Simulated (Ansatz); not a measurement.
# InSb

The computed numbers are results of PBE, scalar-relativistic (no spin polarisation) in the plane-wave PAW code Ansatz at 420 eV, 6×6×10 k-mesh, Gaussian smearing of 0.05 eV; PAW files: Ansatz's generated set soft_2.

```xyz
4
Lattice="5.6198 0.0000 0.0000 0.0000 6.1173 0.0000 0.0000 0.0000 3.2900" Properties=species:S:1:pos:R:3 pbc="T T T"
In    0.0000    0.0000    0.8215
In    2.8099    3.0587   -0.8215
Sb    2.8099    0.0000    2.4675
Sb    0.0000    3.0587    0.8225
```

The chain of runs began from a cell as deposited in COD, expanded in volume. The relaxation changed the space group from Pmmn to Immm (read at 0.02 Å), so the results may not describe the measured structure.

Cell and atoms are those of this level's equilibrium.

Path: Γ–X–S–Y–Γ–Z–U–R–T–Z | X–U | Y–T | S–R, with Γ = (0.000, 0.000, 0.000), X = (0.500, 0.000, 0.000), S = (0.500, 0.500, 0.000), Y = (0.000, 0.500, 0.000), Z = (0.000, 0.000, 0.500), U = (0.500, 0.000, 0.500), R = (0.500, 0.500, 0.500), T = (0.000, 0.500, 0.500) in reciprocal vectors of the calculation's cell.

The run's cell is 2 times the crystal's primitive cell, so the bands are folded.

**Question.** Is it a metal or an insulator, and if it has a gap, where are the band edges on this path?

**Answer.** A metal: bands cross the Fermi level.

Levels between -4 and 4 eV from the Fermi level at the path's named points:
| point | below E_F (eV) | above E_F (eV) |
| --- | --- | --- |
| Γ | -3.01 -2.06 -1.63 | 2.63 3.46 |
| X | -3.46 -3.46 | 1.00 1.00 3.55 3.55 3.85 3.85 |
| S | -0.29 -0.29 | 1.46 1.46 2.22 2.22 2.51 2.51 3.77 3.77 |
| Y | -3.42 -3.42 -0.19 -0.19 | 3.34 3.34 3.35 3.35 |
| Z | -1.76 -1.76 -1.24 -1.24 -0.72 -0.72 | 0.95 0.95 2.33 2.33 |
| U | -2.46 -2.46 -2.01 -2.01 -1.65 -1.65 | 3.37 3.37 3.54 3.54 |
| R | -2.95 -2.95 | 2.51 2.51 3.71 3.71 3.99 3.99 |
| T | -1.63 -1.63 -0.47 -0.47 -0.33 -0.33 | 1.32 1.32 2.80 2.80 3.57 3.57 |

No spin–orbit coupling, a notable omission for heavy elements.
